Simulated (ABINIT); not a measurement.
# RbBr (Fm-3m): a self-consistent loop beyond G0W0, cycle by cycle, part 2 of 3

Aim: iterate the self-energy on RbBr (Fm-3m) and follow the gap from cycle to cycle.

ABINIT 10.8.3; PBE and many-body steps on it, plane waves. Known limits of the many-body steps: not at the basis limit; no spin-orbit coupling.

So far. Step 7 (evGW0, cycle 3): Against the cycle before, the gap moves by −0.003 eV.

The database entry behind the starting cell differs from later determinations by our own check (about 0.5 % short), so it need not match the best structure at ambient conditions.

### Step 8. Screening, 4×4×4 mesh, 61 bands, screening to 106.1 eV

This step: RPA screening on PBE, plane waves, norm-conserving pseudopotentials.

Input file run.abi:

```
acell 3*1.0 Angstrom
rprim 
  0.000000000000 3.427000000000 3.427000000000
  3.427000000000 0.000000000000 3.427000000000
  3.427000000000 3.427000000000 -0.000000000000
ntypat 2
znucl 37 35
natom 2
typat 1 2
xred 
  0.000000000000 0.000000000000 0.000000000000
  0.500000000000 0.500000000000 0.500000000000
pp_dirpath "pseudos"
pseudos "Rb.upf, Br.upf"
ecut 19
ngkpt 4 4 4
nshiftk 1
shiftk 0 0 0
kptopt 1
chksymbreak 0
istwfk *1
occopt 1
irdwfk 1
optdriver 3
nband 61
ecuteps 3.9
inclvkb 2
awtr 1
symchi 1
gwcalctyp 10
mbpt_sciss 2.740 eV
nqptdm 1
qptdm 
  0 0 0
indata_prefix "in"
outdata_prefix "out"
tmpdata_prefix "tmp"
```

Started as:

```
$ OMP_NUM_THREADS=1 mpirun -n 4 abinit run.abi > log
```

What it wrote:

```text
.Version 10.8.3 of ABINIT. v10.8.2 released Aug 2026.

 Symmetries : space group Fm -3 m (#225); Bravais cF (face-center cubic)
[... echo of the input left out ...]
== DATASET  1 ==================================================================
-   mpi_nproc: 4, omp_nthreads: 1 (-1 if OMP is not activated)

--- !DatasetInfo
iteration_state: {dtset: 1, }
dimensions: {natom: 2, nkpt: 8, mband: 61, nsppol: 1, nspinor: 1, nspden: 1, mpw: 2180, }
cutoff_energies: {ecut:  19.0, pawecutdg:  -1.0, }
electrons: {nelect:   1.60000000E+01, charge:   0.00000000E+00, occopt:   1.00000000E+00, tsmear:   1.00000000E-02, }

 SCREENING: Calculation of the susceptibility and dielectric matrices

 Based on a program developped by R.W. Godby, V. Olevano, G. Onida, and L. Reining.
 Incorporated in ABINIT by V. Olevano, G.-M. Rignanese, and M. Torrent.
.Using double precision arithmetic ; gwpc =  8

[... cell and pseudopotentials left out ...]
--------------------------------------------------------------------------------

 ==== K-mesh for the wavefunctions ====
 Number of points in the irreducible wedge :     8
[... list of points left out ...]
 Together with 48 symmetry operations and time-reversal symmetry
 yields    64 points in the full Brillouin Zone.

 ==== Q-mesh for the screening function ====
 Number of points in the irreducible wedge :     8
[... list of points left out ...]
 Together with 48 symmetry operations and time-reversal symmetry
 yields    64 points in the full Brillouin Zone.

 setmesh: FFT mesh size selected  =    25x   25x   25
          total number of points  =        15625

 vcoul_init : cutoff-mode = AUXILIARY_FUNCTION
 q-points for optical limit:   1
     1)      0.000010    0.000020    0.000030

 Dielectric matrix will be calculated only for some
 selected q points provided by the user through the input variables
 nqptdm and qptdm

- screening: taking advantage of time-reversal symmetry
- Maximum band index for partially occupied states nbvw = 8
- Remaining bands to be divided among processors   nbcw = 53
- Number of bands treated by each node ~13

 rdqps: reading QP wavefunctions of the previous step
        looking for file in_QPS
 file not found, 1st iteration initialized with KS eigenelements

 screening : performing a first self-consistency
 update of the energies in W by a scissor operator
 applying a scissor operator of [eV] :   2.740

 Number of electrons calculated from density =   16.0000; Expected =   16.0000
 average of density, n =  0.029454
 r_s =    2.0087
 omega_plasma =   16.5551 [eV]

 calculating chi0 at frequencies [eV] :
  1    0.000000E+00    0.000000E+00
  2    0.000000E+00    1.655507E+01

--------------------------------------------------------------------------------
  q-point number  1        q = ( 0.000000, 0.000000, 0.000000) [r.l.u.]
--------------------------------------------------------------------------------
[... chi0 elements left out ...]
 For q-point:  0.000010 0.000020 0.000030
  dielectric constant =   2.0884
  dielectric constant without local fields =   2.4238

  Average fulfillment of the sum rule on Im[epsilon] for q-point    1 :     78.20  [%]
[... wings left out ...]
== END DATASET(S) ==============================================================
================================================================================

 -outvars: echo values of variables after computation  --------
           etotal      0.0000000000E+00
            nband          61
             nkpt           8
          spgroup         225
 [... the other variables as echoed above ...]

 Calculation completed.
```

It took 2.6 s on 4 MPI ranks of Arm Neoverse V2, shared host; peak memory 0.12 GiB.

This step gave:

```yaml
eps_infinity_with_local_fields_on_this_mesh_along_the_program_s_q_direction: 2.088
the_same_without_local_fields: 2.424
plasma_frequency: 16.56 eV
plane_waves_in_the_screening_matrix: 181
```

This screening uses the functional's bands under a rigid shift, the mean opening of the cycle before.

### Step 9. Screening, 4×4×4 mesh, 61 bands, screening to 106.1 eV

This step: RPA screening on PBE from quasiparticle energies, plane waves, norm-conserving pseudopotentials.

Edit run.abi of step 8 so:

```diff
@@ -29,7 +29,13 @@
 symchi 1
+irdqps 1
 gwcalctyp 10
-mbpt_sciss 2.740 eV
-nqptdm 1
+nqptdm 7
 qptdm 
-  0 0 0
+  0.2500000000 0.0000000000 0.0000000000
+  0.5000000000 0.0000000000 0.0000000000
+  0.2500000000 0.2500000000 0.0000000000
+  0.5000000000 0.2500000000 0.0000000000
+  -0.2500000000 0.2500000000 0.0000000000
+  0.5000000000 0.5000000000 0.0000000000
+  -0.2500000000 0.5000000000 0.2500000000
 indata_prefix "in"
```

Input file mrgscr.stdin:

```
2
merged
q0_SCR
out_SCR
1
```

Started as:

```
$ OMP_NUM_THREADS=1 mpirun -n 4 abinit run.abi > log; mrgscr < mrgscr.stdin
```

What it wrote:

```text
.Version 10.8.3 of ABINIT. v10.8.2 released Aug 2026.

 Symmetries : space group Fm -3 m (#225); Bravais cF (face-center cubic)
[... echo of the input left out ...]
== DATASET  1 ==================================================================
-   mpi_nproc: 4, omp_nthreads: 1 (-1 if OMP is not activated)

--- !DatasetInfo
iteration_state: {dtset: 1, }
dimensions: {natom: 2, nkpt: 8, mband: 61, nsppol: 1, nspinor: 1, nspden: 1, mpw: 2180, }
cutoff_energies: {ecut:  19.0, pawecutdg:  -1.0, }
[...]
q-point number  1        q = ( 0.250000, 0.000000, 0.000000) [r.l.u.]
--------------------------------------------------------------------------------
[... chi0 elements left out ...]
  Average fulfillment of the sum rule on Im[epsilon] for q-point    2 :    102.41  [%]

--------------------------------------------------------------------------------
  q-point number  2        q = ( 0.500000, 0.000000, 0.000000) [r.l.u.]
--------------------------------------------------------------------------------
[... chi0 elements left out ...]
  Average fulfillment of the sum rule on Im[epsilon] for q-point    3 :     91.86  [%]

 [... 5 further q-points ...]
```

Wall time 5.6 s (4 MPI ranks); peak memory 0.5 GiB; 22 s of CPU time.

This step gave:

| Quantity | Value |
| --- | --- |
| plasma frequency | 16.56 eV |
| plane waves in the screening matrix | 181 |

This screening reads the quasiparticle levels of the cycle before.

### Step 10. evGW, cycle 1

This step: evGW on PBE, plane waves, norm-conserving pseudopotentials.

Edit run.abi of step 9 so:

```diff
@@ -23,12 +23,10 @@
 irdwfk 1
-optdriver 3
+optdriver 4
 nband 61
-ecuteps 3.9
-inclvkb 2
-awtr 1
-symchi 1
-irdqps 1
 gwcalctyp 10
-nqptdm 7
-qptdm 
+ecutsigx 19
+symsigma 1
+nkptgw 8
+kptgw 
+  0.0000000000 0.0000000000 0.0000000000
   0.2500000000 0.0000000000 0.0000000000
@@ -40,2 +38,15 @@
   -0.2500000000 0.5000000000 0.2500000000
+bdgw 
+  1 15
+  1 15
+  1 15
+  1 15
+  1 15
+  1 15
+  1 15
+  1 15
+ecuteps 3.9
+irdscr 1
+ppmodel 1
+irdqps 1
 indata_prefix "in"
```

Started as:

```
$ OMP_NUM_THREADS=1 mpirun -n 4 abinit run.abi > log
```

What it wrote:

```text
.Version 10.8.3 of ABINIT. v10.8.2 released Aug 2026.

 Symmetries : space group Fm -3 m (#225); Bravais cF (face-center cubic)
[... echo of the input left out ...]
== DATASET  1 ==================================================================
-   mpi_nproc: 4, omp_nthreads: 1 (-1 if OMP is not activated)

--- !DatasetInfo
iteration_state: {dtset: 1, }
dimensions: {natom: 2, nkpt: 8, mband: 61, nsppol: 1, nspinor: 1, nspden: 1, mpw: 2180, }
cutoff_energies: {ecut:  19.0, pawecutdg:  -1.0, }
[...]
.  kptgw no:  3; Maximum DeltaE = (  -3.391  -0.603) for band index:  1
[...]
.  kptgw no:  7; Maximum DeltaE = (  -4.591  -0.045) for band index:  1
.  kptgw no:  8; Maximum DeltaE = (  -3.607  -0.449) for band index:  1

== END DATASET(S) ==============================================================
================================================================================

 -outvars: echo values of variables after computation  --------
           etotal      0.0000000000E+00
            nband          61
             nkpt           8
          spgroup         225
 [... the other variables as echoed above ...]

 Calculation completed.
```

Elapsed: 51 s, on 4 MPI ranks; peak memory 0.89 GiB.

Numbers from this step:

```
quasiparticle gap on the mesh                         : 7.392 eV
gap of the density functional on the mesh             : 4.364 eV
k of the valence top                                  : 0, 0, 0
k of the conduction bottom                            : 0, 0, 0
least direct quasiparticle gap on the computed points : 7.392 eV
```

Against G0W0 in ABINIT (4×4×4 mesh, 61 bands, screening to 106.1 eV, Godby-Needs plasmon pole), the gap moves by +0.853 eV.

### Step 11. Screening, 4×4×4 mesh, 61 bands, screening to 106.1 eV

This step: RPA screening on PBE, plane waves, norm-conserving pseudopotentials.

Input file run.abi:

```
acell 3*1.0 Angstrom
rprim 
  0.000000000000 3.427000000000 3.427000000000
  3.427000000000 0.000000000000 3.427000000000
  3.427000000000 3.427000000000 -0.000000000000
ntypat 2
znucl 37 35
natom 2
typat 1 2
xred 
  0.000000000000 0.000000000000 0.000000000000
  0.500000000000 0.500000000000 0.500000000000
pp_dirpath "pseudos"
pseudos "Rb.upf, Br.upf"
ecut 19
ngkpt 4 4 4
nshiftk 1
shiftk 0 0 0
kptopt 1
chksymbreak 0
istwfk *1
occopt 1
irdwfk 1
optdriver 3
nband 61
ecuteps 3.9
inclvkb 2
awtr 1
symchi 1
gwcalctyp 10
mbpt_sciss 3.275 eV
nqptdm 1
qptdm 
  0 0 0
indata_prefix "in"
outdata_prefix "out"
tmpdata_prefix "tmp"
```

What it wrote:

```text
.Version 10.8.3 of ABINIT. v10.8.2 released Aug 2026.

 Symmetries : space group Fm -3 m (#225); Bravais cF (face-center cubic)
[... echo of the input left out ...]
== DATASET  1 ==================================================================
-   mpi_nproc: 4, omp_nthreads: 1 (-1 if OMP is not activated)

--- !DatasetInfo
iteration_state: {dtset: 1, }
dimensions: {natom: 2, nkpt: 8, mband: 61, nsppol: 1, nspinor: 1, nspden: 1, mpw: 2180, }
cutoff_energies: {ecut:  19.0, pawecutdg:  -1.0, }
[...]
[... chi0 elements left out ...]
 For q-point:  0.000010 0.000020 0.000030
  dielectric constant =   2.0490
  dielectric constant without local fields =   2.3652

  Average fulfillment of the sum rule on Im[epsilon] for q-point    1 :     79.78  [%]
[... wings left out ...]
== END DATASET(S) ==============================================================
================================================================================

 -outvars: echo values of variables after computation  --------
           etotal      0.0000000000E+00
            nband          61
             nkpt           8
          spgroup         225
 [... the other variables as echoed above ...]

 Calculation completed.
```

Elapsed: 2.6 s, on 4 MPI ranks; peak memory 0.12 GiB.

Numbers from this step:

| Property | Result |
| --- | --- |
| ε∞ with local fields, on this mesh, along the program's q direction | 2.049 |
| the same without local fields | 2.365 |
| plasma frequency | 16.56 eV |
| plane waves in the screening matrix | 181 |

This screening uses the functional's bands under a rigid shift, the mean opening of the cycle before.

### Step 12. Screening, 4×4×4 mesh, 61 bands, screening to 106.1 eV

This step: RPA screening on PBE from quasiparticle energies, plane waves, norm-conserving pseudopotentials.

Edit run.abi of step 11 so:

```diff
@@ -29,7 +29,13 @@
 symchi 1
+irdqps 1
 gwcalctyp 10
-mbpt_sciss 3.275 eV
-nqptdm 1
+nqptdm 7
 qptdm 
-  0 0 0
+  0.2500000000 0.0000000000 0.0000000000
+  0.5000000000 0.0000000000 0.0000000000
+  0.2500000000 0.2500000000 0.0000000000
+  0.5000000000 0.2500000000 0.0000000000
+  -0.2500000000 0.2500000000 0.0000000000
+  0.5000000000 0.5000000000 0.0000000000
+  -0.2500000000 0.5000000000 0.2500000000
 indata_prefix "in"
```

mrgscr.stdin is that of step 9.

Started as:

```
$ OMP_NUM_THREADS=1 mpirun -n 4 abinit run.abi > log; mrgscr < mrgscr.stdin
```

What it wrote:

```text
.Version 10.8.3 of ABINIT. v10.8.2 released Aug 2026.

 Symmetries : space group Fm -3 m (#225); Bravais cF (face-center cubic)
[... echo of the input left out ...]
== DATASET  1 ==================================================================
-   mpi_nproc: 4, omp_nthreads: 1 (-1 if OMP is not activated)

--- !DatasetInfo
iteration_state: {dtset: 1, }
dimensions: {natom: 2, nkpt: 8, mband: 61, nsppol: 1, nspinor: 1, nspden: 1, mpw: 2180, }
cutoff_energies: {ecut:  19.0, pawecutdg:  -1.0, }
[...]
q-point number  1        q = ( 0.250000, 0.000000, 0.000000) [r.l.u.]
--------------------------------------------------------------------------------
[... chi0 elements left out ...]
  Average fulfillment of the sum rule on Im[epsilon] for q-point    2 :    105.04  [%]

--------------------------------------------------------------------------------
  q-point number  2        q = ( 0.500000, 0.000000, 0.000000) [r.l.u.]
--------------------------------------------------------------------------------
[... chi0 elements left out ...]
  Average fulfillment of the sum rule on Im[epsilon] for q-point    3 :     93.94  [%]

 [... 5 further q-points ...]
```

It took 5.6 s on 4 MPI ranks; peak memory 0.5 GiB; 22 s of CPU time.

This step gave:

```
plasma frequency                    : 16.56 eV
plane waves in the screening matrix : 181
```

This screening reads the quasiparticle levels of the cycle before.

### Step 13. evGW, cycle 2

This step: evGW on PBE, plane waves, norm-conserving pseudopotentials.

Edit run.abi of step 12 so:

```diff
@@ -23,12 +23,10 @@
 irdwfk 1
-optdriver 3
+optdriver 4
 nband 61
-ecuteps 3.9
-inclvkb 2
-awtr 1
-symchi 1
-irdqps 1
 gwcalctyp 10
-nqptdm 7
-qptdm 
+ecutsigx 19
+symsigma 1
+nkptgw 8
+kptgw 
+  0.0000000000 0.0000000000 0.0000000000
   0.2500000000 0.0000000000 0.0000000000
@@ -40,2 +38,15 @@
   -0.2500000000 0.5000000000 0.2500000000
+bdgw 
+  1 15
+  1 15
+  1 15
+  1 15
+  1 15
+  1 15
+  1 15
+  1 15
+ecuteps 3.9
+irdscr 1
+ppmodel 1
+irdqps 1
 indata_prefix "in"
```

Started as:

```
$ OMP_NUM_THREADS=1 mpirun -n 4 abinit run.abi > log
```

What it wrote:

```text
.Version 10.8.3 of ABINIT. v10.8.2 released Aug 2026.

 Symmetries : space group Fm -3 m (#225); Bravais cF (face-center cubic)
[... echo of the input left out ...]
== DATASET  1 ==================================================================
-   mpi_nproc: 4, omp_nthreads: 1 (-1 if OMP is not activated)

--- !DatasetInfo
iteration_state: {dtset: 1, }
dimensions: {natom: 2, nkpt: 8, mband: 61, nsppol: 1, nspinor: 1, nspden: 1, mpw: 2180, }
cutoff_energies: {ecut:  19.0, pawecutdg:  -1.0, }
[...]
.  kptgw no:  3; Maximum DeltaE = (   4.164   0.148) for band index:  1
[...]
.  kptgw no:  7; Maximum DeltaE = (   4.746   0.067) for band index:  1
.  kptgw no:  8; Maximum DeltaE = (   4.406   0.077) for band index:  1

== END DATASET(S) ==============================================================
================================================================================

 -outvars: echo values of variables after computation  --------
           etotal      0.0000000000E+00
            nband          61
             nkpt           8
          spgroup         225
 [... the other variables as echoed above ...]

 Calculation completed.
```

Elapsed: 52 s, on 4 MPI ranks; peak memory 0.89 GiB.

This step gave:

- quasiparticle gap on the mesh: 7.43 eV
- gap of the density functional on the mesh: 4.364 eV
- k of the valence top: 0, 0, 0
- k of the conduction bottom: 0, 0, 0
- least direct quasiparticle gap on the computed points: 7.43 eV

Against the cycle before, the gap moves by +0.038 eV.

### Step 14. Screening, 4×4×4 mesh, 61 bands, screening to 106.1 eV

This step: RPA screening on PBE, plane waves, norm-conserving pseudopotentials.

Input file run.abi:

```
acell 3*1.0 Angstrom
rprim 
  0.000000000000 3.427000000000 3.427000000000
  3.427000000000 0.000000000000 3.427000000000
  3.427000000000 3.427000000000 -0.000000000000
ntypat 2
znucl 37 35
natom 2
typat 1 2
xred 
  0.000000000000 0.000000000000 0.000000000000
  0.500000000000 0.500000000000 0.500000000000
pp_dirpath "pseudos"
pseudos "Rb.upf, Br.upf"
ecut 19
ngkpt 4 4 4
nshiftk 1
shiftk 0 0 0
kptopt 1
chksymbreak 0
istwfk *1
occopt 1
irdwfk 1
optdriver 3
nband 61
ecuteps 3.9
inclvkb 2
awtr 1
symchi 1
gwcalctyp 10
mbpt_sciss 3.315 eV
nqptdm 1
qptdm 
  0 0 0
indata_prefix "in"
outdata_prefix "out"
tmpdata_prefix "tmp"
```

What it wrote:

```text
.Version 10.8.3 of ABINIT. v10.8.2 released Aug 2026.

 Symmetries : space group Fm -3 m (#225); Bravais cF (face-center cubic)
[... echo of the input left out ...]
== DATASET  1 ==================================================================
-   mpi_nproc: 4, omp_nthreads: 1 (-1 if OMP is not activated)

--- !DatasetInfo
iteration_state: {dtset: 1, }
dimensions: {natom: 2, nkpt: 8, mband: 61, nsppol: 1, nspinor: 1, nspden: 1, mpw: 2180, }
cutoff_energies: {ecut:  19.0, pawecutdg:  -1.0, }
[...]
[... chi0 elements left out ...]
 For q-point:  0.000010 0.000020 0.000030
  dielectric constant =   2.0461
  dielectric constant without local fields =   2.3610

  Average fulfillment of the sum rule on Im[epsilon] for q-point    1 :     79.89  [%]
[... wings left out ...]
== END DATASET(S) ==============================================================
================================================================================

 -outvars: echo values of variables after computation  --------
           etotal      0.0000000000E+00
            nband          61
             nkpt           8
          spgroup         225
 [... the other variables as echoed above ...]

 Calculation completed.
```

The job ended after 2.7 s (4 MPI ranks; peak memory 0.13 GiB; 10 s of CPU time).

This step gave:

* ε∞ with local fields, on this mesh, along the program's q direction: 2.046
* the same without local fields: 2.361
* plasma frequency: 16.56 eV
* plane waves in the screening matrix: 181

This screening uses the functional's bands under a rigid shift, the mean opening of the cycle before.

### Step 15. Screening, 4×4×4 mesh, 61 bands, screening to 106.1 eV

This step: RPA screening on PBE from quasiparticle energies, plane waves, norm-conserving pseudopotentials.

Edit run.abi of step 14 so:

```diff
@@ -29,7 +29,13 @@
 symchi 1
+irdqps 1
 gwcalctyp 10
-mbpt_sciss 3.315 eV
-nqptdm 1
+nqptdm 7
 qptdm 
-  0 0 0
+  0.2500000000 0.0000000000 0.0000000000
+  0.5000000000 0.0000000000 0.0000000000
+  0.2500000000 0.2500000000 0.0000000000
+  0.5000000000 0.2500000000 0.0000000000
+  -0.2500000000 0.2500000000 0.0000000000
+  0.5000000000 0.5000000000 0.0000000000
+  -0.2500000000 0.5000000000 0.2500000000
 indata_prefix "in"
```

mrgscr.stdin is that of step 12.

Started as:

```
$ OMP_NUM_THREADS=1 mpirun -n 4 abinit run.abi > log; mrgscr < mrgscr.stdin
```

What it wrote:

```text
.Version 10.8.3 of ABINIT. v10.8.2 released Aug 2026.

 Symmetries : space group Fm -3 m (#225); Bravais cF (face-center cubic)
[... echo of the input left out ...]
== DATASET  1 ==================================================================
-   mpi_nproc: 4, omp_nthreads: 1 (-1 if OMP is not activated)

--- !DatasetInfo
iteration_state: {dtset: 1, }
dimensions: {natom: 2, nkpt: 8, mband: 61, nsppol: 1, nspinor: 1, nspden: 1, mpw: 2180, }
cutoff_energies: {ecut:  19.0, pawecutdg:  -1.0, }
[...]
q-point number  1        q = ( 0.250000, 0.000000, 0.000000) [r.l.u.]
--------------------------------------------------------------------------------
[... chi0 elements left out ...]
  Average fulfillment of the sum rule on Im[epsilon] for q-point    2 :    105.11  [%]

--------------------------------------------------------------------------------
  q-point number  2        q = ( 0.500000, 0.000000, 0.000000) [r.l.u.]
--------------------------------------------------------------------------------
[... chi0 elements left out ...]
  Average fulfillment of the sum rule on Im[epsilon] for q-point    3 :     93.78  [%]

 [... 5 further q-points ...]
```

It took 5.6 s on 4 MPI ranks; peak memory 0.5 GiB.

This step gave:

```yaml
plasma_frequency: 16.56 eV
plane_waves_in_the_screening_matrix: 181
```

This screening reads the quasiparticle levels of the cycle before.

(Part 2 of 3 ends here.)

[Paths, hosts, dates, memory and timing lines, banners, echoed tables and standing remarks are left out of the program output.]

[Logs are printed without paths, hosts, clocks, repeated set-up lines and the standing remarks that a program may print on its own settings, such as how far it seeks lower states.]

[Runs of the session that timed out or met a known fault of the program may be left out.]

[Hosts, paths, dates, database ids (printed as entryN), source tags and the programs' standing remarks are cut or masked in the printed files.]

[G0W0 gaps are taken among the corrected bands and points alone; a level outside them can change the order at an edge.]

[Where Ansatz stands beside ABINIT at settings called matched, ABINIT's density can come from a denser mesh and the files from another edition; pairs whose starting gaps differed by over 0.03 eV were left out, so agreement reads better than it is.]
